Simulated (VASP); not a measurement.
Method: PBE GGA, VASP's PBE PAW potentials (set 64) (plane waves; VASP).

The input files of a VASP run:

### INCAR
```
! general
SYSTEM  =  CaF2
PREC    =  Accurate
ENCUT   =  240
LREAL   =  .False.
LASPH   =  .True.

! electronic loop
EDIFF   =  1E-6
NELM    =  100
ALGO    =  Normal

! smearing
ISMEAR  =  -1
SIGMA   =  0.136

! functional
GGA     =  PE

! ions
ISIF    =  2

! output
LWAVE   =  .False.
LCHARG  =  .False.
```

**KPOINTS**
```
Automatic mesh
0
Gamma
3 3 3
0 0 0
```

File POSCAR:
```
CaF2
1
    0.0000000000     2.7599560000     2.7599560000
    2.7599560000     0.0000000000     2.7599560000
    2.7599560000     2.7599560000     0.0000000000
Ca F
1 2
Direct
  0.0000000000   0.0000000000   0.0000000000
  0.7500000000   0.7500000000   0.7500000000
  0.2500000000   0.2500000000   0.2500000000
```

POTCAR, in this order: Ca_sv F (PBE.64 set). Program: vasp_std.

The resulting files:

OSZICAR:
```
       N       E                     dE             d eps       ncg     rms          rms(c)
DAV:   1     0.123655171362E+03    0.12366E+03   -0.91964E+03   144   0.862E+02
DAV:   2    -0.140059872524E+02   -0.13766E+03   -0.13658E+03   152   0.276E+02
DAV:   3    -0.185363261791E+02   -0.45303E+01   -0.45284E+01   184   0.549E+01
DAV:   4    -0.186318255331E+02   -0.95499E-01   -0.95493E-01   184   0.596E+00
DAV:   5    -0.186320161626E+02   -0.19063E-03   -0.19063E-03   176   0.300E-01    0.914E+00
DAV:   6    -0.180533799537E+02    0.57864E+00   -0.12979E-01   136   0.415E+00    0.520E+00
DAV:   7    -0.179787596061E+02    0.74620E-01   -0.21529E-01   152   0.438E+00    0.377E-01
DAV:   8    -0.179813707943E+02   -0.26112E-02   -0.11807E-02   208   0.951E-01    0.258E-01
DAV:   9    -0.179852951322E+02   -0.39243E-02   -0.16426E-02   152   0.103E+00    0.187E-01
DAV:  10    -0.179846794774E+02    0.61565E-03   -0.15844E-03   144   0.309E-01    0.879E-02
DAV:  11    -0.179846125427E+02    0.66935E-04   -0.10898E-03   136   0.227E-01    0.145E-02
DAV:  12    -0.179846140509E+02   -0.15082E-05   -0.34970E-05   152   0.464E-02    0.375E-03
DAV:  13    -0.179846142817E+02   -0.23084E-06   -0.10464E-06   120   0.788E-03
   1 F= -.17984614E+02 E0= -.17984614E+02  d E =-.104866E-09
```

### OUTCAR
```
------------------------ aborting loop because EDIFF is reached ----------------------------------------
  FORCE on cell =-STRESS in cart. coord.  units (eV):
  Direction    XX          YY          ZZ          XY          YZ          ZX
  --------------------------------------------------------------------------------------
  Total      -40.2812902    -40.2812902    -40.2812902     -0.0000000      0.0000000     -0.0000000
  in kB    -1534.8908022  -1534.8908022  -1534.8908022     -0.0000000      0.0000000     -0.0000000
  external PRESSURE =   -1534.8908022 kB  Pullay stress =       0.0000000 kB
  volume of cell :       42.05
      direct lattice vectors                 reciprocal lattice vectors
     0.000000000  2.759956000  2.759956000    -0.181162308  0.181162308  0.181162308
     2.759956000  0.000000000  2.759956000     0.181162308 -0.181162308  0.181162308
     2.759956000  2.759956000  0.000000000     0.181162308  0.181162308 -0.181162308
 POSITION                                       TOTAL-FORCE (eV/Angst)
 -----------------------------------------------------------------------------------
      0.00000      0.00000      0.00000        -0.000000      0.000000      0.000000
      4.13993      4.13993      4.13993         0.000000      0.000000      0.000000
      1.37998      1.37998      1.37998        -0.000000     -0.000000     -0.000000
 -----------------------------------------------------------------------------------
    total drift:                                0.000000     -0.000000      0.000000
  FREE ENERGIE OF THE ION-ELECTRON SYSTEM (eV)
  ---------------------------------------------------
  free  energy   TOTEN  =       -17.9846142817 eV

  energy  without entropy=      -17.9846142816  energy(sigma->0) =      -17.98461428
```
(Selected blocks of OUTCAR.)

File OUTCAR:
```
 val. band max:       -1.7870576933   @ k =  -0.3333   0.3333   0.0000

 cond. band min:       5.8508981927   @ k =   0.0000   0.0000   0.0000


 Fermi energy:         1.5526401328

 k-point     1 :       0.0000    0.0000    0.0000
  band No.  band energies     occupation
      1     -37.3559      2.00000
      2     -21.8442      2.00000
      3     -21.0372      2.00000
      4     -18.2902      2.00000
      5     -18.2902      2.00000
      6     -18.2902      2.00000
      7      -3.3411      2.00000
      8      -3.3410      2.00000
      9      -3.3410      2.00000
     10      -1.8727      2.00000
     11      -1.8726      2.00000
     12      -1.8726      2.00000
     13       5.8509      0.00000
     14       7.9080      0.00000
     15       7.9080      0.00000
     16       9.9397      0.00000

 k-point     2 :       0.3333    0.0000    0.0000
  band No.  band energies     occupation
      1     -37.3346      2.00000
      2     -21.9256      2.00000
      3     -21.3870      2.00000
      4     -18.3180      2.00000
      5     -18.3180      2.00000
      6     -18.0440      2.00000
      7      -3.1617      2.00000
      8      -3.1616      2.00000
      9      -2.9711      2.00000
     10      -2.7682      2.00000
     11      -2.2283      2.00000
     12      -2.2283      2.00000
     13       7.7412      0.00000
     14       8.0558      0.00000
     15       8.0558      0.00000
     16       9.3951      0.00000

 k-point     3 :       0.3333    0.3333    0.0000
  band No.  band energies     occupation
      1     -37.3274      2.00000
      2     -22.0470      2.00000
      3     -21.2833      2.00000
      4     -18.3591      2.00000
      5     -18.3591      2.00000
      6     -17.9322      2.00000
      7      -3.7693      2.00000
      8      -3.1202      2.00000
      9      -3.1201      2.00000
     10      -2.1100      2.00000
     11      -1.9778      2.00000
     12      -1.9778      2.00000
     13       7.1387      0.00000
...
```

At this cut-off the stress carries a Pulay error, which pulls relaxed volumes low.

The structure comes from a computed database's CaF2 entry; how it stands against other phases isn't given here. The cell was not relaxed at this level. The k-mesh is coarse (spacing up to 0.66 per Å, 2π included), so the numbers may not be converged in it. The run is one of a series of settings (ENCUT = 240, ISMEAR = -1, SIGMA = 0.136, KPOINTS 3×3×3 Γ-centred mesh against the base run), some of them coarse on purpose.
